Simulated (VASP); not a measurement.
The system is Gd.

```
Gd
1.0
     0.00000    2.58582    2.58582
     2.58582    0.00000    2.58582
     2.58582    2.58582    0.00000
Gd
1
Cartesian
  0.0000 0.0000 0.0000
```

This isn't the form of Gd at room conditions, which is hcp.

Base run:

| Property | Result |
| --- | --- |
| Program | VASP 6.6.1 |
| Functional | PBE |
| Potentials or basis | VASP PAW PBE potentials, release 64 (Gd) |
| Cutoff | 520 eV |
| k mesh | 8 × 8 × 8 |
| Occupations | methfessel-paxton, width 0.1 eV |
| Spin | collinear spin, typed start |
| Starting moments | [7.0] μB |

Its results: band gap on the k mesh none (metal or under the smearing width); pressure -1.4 GPa; net moment 7.57 μB per cell; site moments Gd +6.97 μB.

Question: The run is repeated on the same cell with these changes: functional from PBE to PBEsol; occupations from methfessel-paxton, width 0.1 eV to fermi-dirac, width 0.1 eV. What comes out?

Answer: Band gap on the k mesh none (metal or under the smearing width); pressure -3.1 GPa; net moment 7.46 μB per cell; site moments Gd +6.91 μB.

Caveats: spin-orbit coupling is left out, which moves the levels of the heavy elements; the PAW data sets were made with another functional, which shifts forces and pressure a little (some runs).
